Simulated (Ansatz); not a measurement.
Space group F-43m (No. 216). a = 4.949 Å, b = 4.949 Å, c = 4.949 Å, α = 90.00°, β = 90.00°, γ = 90.00°
```tsv
atom	site	symmetry	x	y	z
Ag	4a	-43m	0.0000	0.0000	0.0000
O	4c	-43m	0.2500	0.2500	0.2500
```

Equation of state of this AgO structure (not necessarily the ground state), with shape and atoms relaxed at each volume where symmetry leaves them free. It has no gap at any of these volumes. Computed with Ansatz, DFT PBEsol, scalar-relativistic, plane waves, PAW.

Plane waves to 420 eV, a k mesh through Γ of 14×14×14 on the computed 2-atom cell and Gaussian smearing (0.10 eV); no spin polarisation.

| V (Å³/atom) | E − E(largest V) (meV/atom) | P (GPa) |
| --- | --- | --- |
| 14.246 | 4.26 | 7.88 |
| 14.700 | -11.70 | 3.59 |
| 15.155 | -16.56 | 0.02 |
| 15.609 | -12.15 | -2.96 |
| 16.064 | 0.00 | -5.44 |

Fit a third-order Birch–Murnaghan equation to E(V).

V0 = 15.15 Å³/atom, B0 = 109 GPa, B0' = 5.0.

Spin polarisation was left out, and a magnetic state may lie lower.